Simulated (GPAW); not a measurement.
Input of a GPAW 26.7.0 run:

The input run.py:

```python
from ase.dft.bandgap import bandgap
from ase.io import read, write
from ase.units import GPa
from gpaw import GPAW, PW

atoms = read('InAs.xyz')

calc = GPAW(mode=PW(500),
            xc='PBE',
            kpts={'size': (7, 7, 7), 'gamma': True},
            occupations={'name': 'fermi-dirac', 'width': 0.05},
            nbands=18,
            maxiter=120,
            txt='gpaw.txt')
atoms.calc = calc
energy = atoms.get_potential_energy()
forces = atoms.get_forces()
stress = atoms.get_stress()
calc.write('gs.gpw')
write('result.traj', atoms)
print(f'Energy: {energy:.6f} eV')
print('Forces (eV/A):')
print(forces.round(4))
print('Stress (GPa):', (stress / GPa).round(3))
print('Fermi level:', round(calc.get_fermi_level(), 4), 'eV')
print(f'Gap: {bandgap(calc)[0]:.4f} eV, direct: {bandgap(calc, direct=True)[0]:.4f} eV')
```

InAs.xyz

```xyz
2
Lattice="0.0000000000 2.8773040000 2.8773040000 2.8773040000 0.0000000000 2.8773040000 2.8773040000 2.8773040000 0.0000000000" Properties=species:S:1:pos:R:3 pbc="T T T"
In     2.8773040000      2.8773040000      2.8773040000
As     0.0000000000      0.0000000000      0.0000000000
```

Potentials or basis: GPAW PAW data sets (gpaw-data 1.2.1), pw.

Command:

```console
$ OMP_NUM_THREADS=1 python run.py
```

Task: Predict the band gap on the k mesh.

Result: None (metal or under the smearing width).

Task: Estimate the pressure.

Result: -0.9 GPa.

Caveat: the cutoff is short for stress and forces, so pressures can be off by a GPa or more.
